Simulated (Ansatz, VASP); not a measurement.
**One calculation of Au, two programs**

Contents of INCAR:

```
ALGO = Normal ; EDIFF = 1E-6
EDIFFG = -0.01 ; ENCUT = 600
GGA = PE ; IBRION = 2
ISIF = 4 ; ISMEAR = 0
LASPH = True ; LCHARG = False
LREAL = False ; LWAVE = False
NELM = 100 ; NSW = 50
PREC = Accurate ; SIGMA = 0.1
```

File KPOINTS:

```
k-points
0
Gamma
  18 18 10
```

The input POSCAR:

```
Au
1.0
    2.8329373808      0.0000000000      0.0000000000
   -1.4164686904      2.4533957391      0.0000000000
    0.0000000000      0.0000000000      4.7178112779
Au
2
Direct
    0.3333333333      0.6666666667      0.7500000000
    0.6666666667      0.3333333333      0.2500000000
```

Input for Ansatz:

```yaml
crystal:
  lattice:
    - [2.8329373808, 0.0, 0.0]
    - [-1.4164686904, 2.4533957391, 0.0]
    - [0.0, 0.0, 4.7178112779]
  atoms:
    - { symbol: Au, position: [0.3333333333, 0.6666666667, 0.75] }
    - { symbol: Au, position: [0.6666666667, 0.3333333333, 0.25] }
basis:
  ecutwfc: 420
kpoints:
  mp_grid: { grid: [18, 18, 10] }
hamiltonian:
  xc: pbe
scf:
  occupations: { method: gaussian, width: 0.1 }
output:
  forces: true
  stress: true
  eigenvalues: true
  write_density: true
  write_potential: true
  elf: true
  volumetric_format: npy
relax:
  adjacent_minimum: "off"
  f_tol: 0.01
  max_steps: 30
  cell: { stress_tol: 0.1, fix: [volume] }
```

Alike in both runs: task relaxation of shape and atoms at fixed volume; functional PBE; k mesh 18 × 18 × 10; occupations gaussian, width 0.1 eV; no spin polarisation.

|  | VASP | Ansatz |
| --- | --- | --- |
| version | VASP 6.6.1 | Ansatz 0.2.0 |
| potentials or method | VASP PAW PBE potentials, release 64 (Au) | scalar-relativistic, plane waves, PAW |
| plane-wave cutoff (eV) | 600 | 420 |
| valence electrons in the cell | 22 | 38 |

```csv
,VASP,Ansatz,Ansatz less VASP
"gap on the k mesh at the Fermi level, each at its own relaxed structure (eV)",none,none,-
relaxed volume (Å³/atom),16.40,16.40,0.000
relaxed cell length with the largest relative difference (Å),4.713,4.712,-0.0016
```

A gap of «none» marks a metal or a gap that the smearing closes. The two sets of potentials don't hold the same shells in valence.

Spin-orbit coupling is left out, which matters for the levels of Au.
